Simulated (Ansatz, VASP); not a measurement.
Two plane-wave programs on HgTe (Coloradoite)

```
CELL_PARAMETERS angstrom
0.00000 3.18258 3.18258
3.18258 0.00000 3.18258
3.18258 3.18258 0.00000
ATOMIC_POSITIONS crystal
Hg 0.00000 0.00000 0.00000
Te 0.25000 0.25000 0.25000
```

Alike in both runs: task single point; functional PBE; dispersion D3(BJ); k mesh 10 × 10 × 10; occupations gaussian, width 0.05 eV; no spin polarisation.

|  | VASP | Ansatz |
| --- | --- | --- |
| version | VASP 6.6.1 | Ansatz 0.2.0 |
| potentials or method | VASP PAW PBE potentials, release 64 (Hg, Te) | scalar-relativistic, plane waves, PAW |
| plane-wave cutoff (eV) | 520 | 420 |
| valence electrons in the cell | 18 | 36 |

|  | VASP | Ansatz | Ansatz less VASP |
| --- | --- | --- | --- |
| gap on the k mesh at the Fermi level (eV) | none | none | - |
| pressure (GPa) | 4.3 | 4.2 | -0.10 |

A gap of «none» marks a metal or a gap that the smearing closes. The two sets of potentials don't hold the same shells in valence.

Caveats: pairwise dispersion overbinds metals, which lowers pressure and volume. The runs have no spin-orbit coupling, so splittings on Hg, Te are missing.
